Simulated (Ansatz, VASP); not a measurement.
# Si23BHO48 (B-H pair in alpha-quartz) in two plane-wave programs, part 2 of 2

Wanted: the spread between two codes on one cell, functional and k mesh. The cell is taken from a series of runs on this material, whose earlier steps may have relaxed, scaled, displaced or heated it; both programs get it as it stands.

VASP 6.6.1 and Ansatz 0.2.0.

So far: The structure; Ansatz: single point, HSE06.

## (3) VASP: single point, HSE06

Level of this step: HSE06; plane waves and PAW (Si, O, B, H) (VASP).

The same cell, functional, mesh and smearing now go to VASP, with its own data sets.

Lines of VASP's logs that name or quote its potential files are left out, and so is its time.

The run reads the wave functions of an earlier VASP run, which isn't shown here.

INCAR

```
SYSTEM = Si23BHO48
PREC = Accurate
ENCUT = 520
EDIFF = 1E-06
NELM = 100
ISMEAR = -1
SIGMA = 0.01
LREAL = Auto
ALGO = Normal
LHFCALC = .TRUE.
AEXX = 0.25
GGA = PE
HFSCREEN = 0.208
LASPH = .TRUE.
NBANDS = 243
PRECFOCK = Fast
LORBIT = 11
LWAVE = .FALSE.
LCHARG = .FALSE.
ISIF = 2
```

POSCAR

```
Si23BHO48
1.0
   10.0366768470      0.0000000000      0.0000000000
   -5.0183384235      8.6920171190      0.0000000000
    0.0000000000      0.0000000000     11.0179479838
Si O B H
23 48 1 1
Direct
    0.2337328195      0.9865251684      0.3297938944
    0.0017008148      0.2474781953      0.1690312020
    0.2587951523      0.2618617659      0.9990803020
    0.2420263583      0.0026837999      0.8349415575
    0.0098181536      0.2560957926      0.6687038234
    0.2461855142      0.4964374015      0.3429331929
    0.9935947834      0.7261211858      0.1589717682
    0.2653459614      0.7658832644      0.9998303501
    0.2567835534      0.5109178036      0.8305023553
    0.0042446679      0.7398146139      0.6700191497
    0.2632490784      0.7595449254      0.5033212326
    0.7475470286      0.9998785386      0.3352887999
    0.4955562089      0.2377456120      0.1677634348
    0.7592405033      0.2621124031      0.0027471791
    0.7554358592      0.0087386395      0.8334553631
    0.4888587185      0.2465160306      0.6624806458
    0.7541155699      0.2571429387      0.5018961044
    0.7415984160      0.4939999005      0.3292845454
    0.4985892571      0.7387659613      0.1727461367
    0.7556913739      0.7580685876      0.9991101131
    0.7377124106      0.4996712655      0.8318822059
    0.5132883151      0.7493302716      0.6635639507
    0.7712421167      0.7610437828      0.4959955803
    0.1827564245      0.1006932540      0.3898120691
    0.3726355762      0.0826112185      0.2363812352
    0.4105956548      0.2901458414      0.0706434219
    0.1202915850      0.2157431453      0.0937156975
    0.0912879101      0.3740715566      0.2732616451
    0.3004330376      0.4173439176      0.4436626008
    0.2065435862      0.1238555234      0.9025378211
    0.3721117800      0.0893916833      0.7325292524
    0.4002991154      0.3028587085      0.5724724300
    0.1386416832      0.2377425083      0.5948289314
    0.0972552294      0.3965661182      0.7631094355
    0.2984512204      0.4180382922      0.9283433813
    0.2122236058      0.6204106555      0.4081491904
    0.3804460666      0.5821923964      0.2423414224
    0.4090821107      0.7960130209      0.0840082484
    0.1121554391      0.6969468375      0.0816504869
    0.0854213245      0.8529027428      0.2615066530
    0.2911152414      0.9113668022      0.4320213053
    0.2356201707      0.6412530879      0.8966253966
    0.3953177433      0.5924641392      0.7332962905
    0.4212693323      0.7972454985      0.5699056249
    0.1294775344      0.7090709421      0.6039914363
    0.0860902427      0.8727889876      0.7711396506
    0.3002104437      0.9244022809      0.9347807153
    0.7115731924      0.1153449809      0.4107592655
    0.8764471694      0.0893276788      0.2330300066
    0.9142265945      0.3030769712      0.0765150720
    0.6182263464      0.2058926013      0.0975458656
    0.5810126457      0.3722712003      0.2672669048
    0.7959704406      0.4098695909      0.4253474726
    0.7194628868      0.1278905663      0.9042834138
    0.8994021480      0.0991027362      0.7419475728
    0.9037183529      0.2920566441      0.5802043326
    0.6075093384      0.2137628238      0.5870759717
    0.5829213072      0.3792830988      0.7620797267
    0.7858972952      0.4138436712      0.9316805628
    0.7218636453      0.6251501175      0.3980522399
    0.8699095212      0.5688003991      0.2239678171
    0.9073919584      0.7868080858      0.0708043635
    0.6158779867      0.7083551169      0.0937083581
    0.5910704676      0.8709468350      0.2728967950
    0.8152403137      0.9201001404      0.4260005635
    0.7062300936      0.6238160224      0.8993854340
    0.8758784696      0.5842663831      0.7347446213
    0.9239176445      0.7932077724      0.5685157079
    0.6323729344      0.7162449374      0.5896577003
    0.6046077392      0.8890913088      0.7579528286
    0.7964746009      0.9162686174      0.9318858235
    0.2772413678      0.3149397684      0.5342358509
    0.0367040680      0.0333040351      0.4253474174
```

KPOINTS

```
Automatic mesh
0
Gamma
1 1 1
0 0 0
```

PAW data sets: Si, O, B and H (PBE family, release 64).

Run with:

```
> export OMP_NUM_THREADS=3
> mpirun -np 1 vasp_gam
```

Numbers of over 12 decimals in the logs are rounded to 6 here.

What it wrote:

```text
[banner, memory and clock lines left out]
running    1 mpi-ranks, on    1 nodes
[...]
Offloading initialized ...    1 GPUs detected
[...]
LDA part: xc-table for (Slater+PW92), standard interpolation
 found WAVECAR, reading the header
 POSCAR, INCAR and KPOINTS ok, starting setup
[...]
reading WAVECAR
 the WAVECAR file was read successfully
 initial charge from wavefunction
 entering main loop
       N       E                     dE             d eps       ncg     rms          rms(c)
DAV:   1    -0.701800105266E+03   -0.70180E+03   -0.11429E+01   556   0.862E+00    0.156E+01
DAV:   2    -0.701885219363E+03   -0.85114E-01   -0.42519E-01   572   0.136E+00    0.113E+01
DAV:   3    -0.701847466329E+03    0.37753E-01   -0.40337E-02   580   0.399E-01    0.677E+00
DAV:   4    -0.701839411164E+03    0.80552E-02   -0.13058E-02   564   0.210E-01    0.386E+00
[...]
DAV:   9    -0.701835829669E+03    0.17583E-04   -0.14406E-05   564   0.107E-02    0.228E-01
DAV:  10    -0.701835826838E+03    0.28308E-05   -0.48840E-06   540   0.644E-03    0.129E-01
DAV:  11    -0.701835827408E+03   -0.56981E-06   -0.16065E-06   364   0.410E-03
   1 F= -.70183583E+03 E0= -.70183583E+03  d E =-.665192E-11
```

OUTCAR, selected parts (step 3):

```text
  Total      -14.4302055     -4.4855517     -6.4950587     -4.7862939      3.1448915      1.3452276
  in kB      -24.0531448     -7.4767906    -10.8263591     -7.9780861      5.2420965      2.2423073
  external PRESSURE =     -14.1187649 kB  Pullay stress =       0.0000000 kB

 POSITION                                       TOTAL-FORCE (eV/Angst)
 -----------------------------------------------------------------------------------
     -2.60482      8.57489      3.63365        -0.316151      0.047658      0.174191
     -1.22486      2.15108      1.86238         0.109867      0.071384     -0.012705
      1.28333      2.27611     11.00781         0.017768     -0.005630      0.043518
      2.41567      0.02333      9.19934         0.006303      0.026200      0.005523
     -1.18663      2.22599      7.36774         0.066188      0.045078      0.010787
     -0.02041      4.31504      3.77842         0.018190     -0.067460      0.043495
      6.32847      6.31146      1.75154         0.072105      0.096285      0.084551
     -1.18027      6.65707     11.01608        -0.026654      0.013375      0.015768
      0.01330      4.44091      9.15043        -0.009141     -0.003524      0.027553
     -3.67004      6.43048      7.38224         0.129361     -0.017889      0.070037
     -1.16951      6.60198      5.54557        -0.063733      0.123080     -0.108082
      2.48516      8.69096      3.69419        -0.418911      0.279464     -0.415606
      3.78065      2.06649      1.84841        -0.086416     -0.130254      0.074616
      6.30488      2.27829      0.03027        -0.023371      0.013546      0.017144
[...]
-----------------------------------------------------------------------------------
    total drift:                               -0.010012     -0.006635      0.016115

  FREE ENERGIE OF THE ION-ELECTRON SYSTEM (eV)
  ---------------------------------------------------
  free  energy   TOTEN  =      -701.8358274079 eV

  energy  without entropy=     -701.8358274079  energy(sigma->0) =     -701.83582741

[... 3 further parts left out ...]
[key lines of the parts left out:]
E-fermi :  -0.2168
```

The run ends at a pressure of -1.41 GPa, with forces up to 5.7 eV/Å.

## (4) Differences

Known differences besides the potentials themselves: exact exchange at q = 0 is treated differently, which shows on coarse meshes; VASP keeps PBE cores, Ansatz makes them for the functional; the cutoff is 420 eV in Ansatz and 520 eV in VASP (PREC = Accurate, projectors in real space); VASP takes a coarser grid for exact exchange (PRECFOCK = Fast). Total energies have different zeros and are not compared.

Compared:

```csv
quantity,Ansatz,VASP,difference
gap on the k mesh (eV),7.080,7.084,-0.004
```

Forces on 7 of the 73 atoms, those with the largest forces and the largest differences (eV/Å; atoms numbered as in POSCAR):

```csv
atom,"Ansatz x, y, z","VASP x, y, z"
Si1,"-0.366, 0.060, 0.193","-0.316, 0.048, 0.174"
Si12,"-0.403, 0.282, -0.418","-0.419, 0.279, -0.416"
Si23,"0.114, -0.570, 0.268","0.117, -0.567, 0.265"
O24,"-4.979, -2.036, 1.822","-5.010, -2.002, 1.842"
O65,"0.506, 0.337, 0.091","0.496, 0.329, 0.093"
B72,"0.051, -0.151, -0.168","0.097, -0.163, -0.202"
H73,"4.769, 2.172, -1.816","4.744, 2.173, -1.803"
```

The forces differ by 14 meV/Å r.m.s., which is 2.6 % of the r.m.s. force of 0.545 eV/Å (both taken over all components). A gap on the mesh is an upper bound, since the band edges may lie between its points.

## (5) Outcome

```yaml
r_m_s_force_difference_single_point_hse06: 2.6 % of the r.m.s. force
```

**Reading.** The r.m.s. force difference is 2.6 % of the r.m.s. force (single point, HSE06), within the 3 % picked in this series as the mark of a large difference. Such differences can come from data sets, numerical settings and the points named under the comparisons, not from the functional's error against experiment.

[Lines on the potential files, build, host, timing and source positions are cut from VASP's logs without a mark.]

[Logs are printed without paths, hosts, clocks, repeated set-up lines and the standing remarks that a program may print on its own settings, such as how far it seeks lower states.]

[Hosts, paths, dates, database ids (printed as entryN), source tags and the programs' standing remarks are cut or masked in the printed files.]
